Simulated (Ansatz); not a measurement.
**Question.** RuO2 (rutile, P4_2/mnm) is relaxed with LDA in the plane-wave PAW code Ansatz. What lattice parameters of the conventional cell result?

**Answer.** a = 4.426 Å, c = 3.074 Å.

**Question.** Give the free coordinates with the occupied sites.

**Answer.** In one choice of origin and axes:

```
atom  site  symmetry       x       y       z
----  ----  --------  ------  ------  ------
Ru      2a      m.mm  0.0000  0.0000  0.0000
O       4f      m.2m  0.3064  0.3064  0.0000
```

**Question.** Is it a metal or does it have a gap at this level?

**Answer.** No gap at this level.

The cell was relaxed with LDA under the symmetry of its start; of distortions, only those at the zone centre were tested. No spin polarisation was allowed. Scalar-relativistic: spin–orbit coupling is off unless named, which matters more the heavier the elements.

Potentials: the later of the program's two PAW sets.
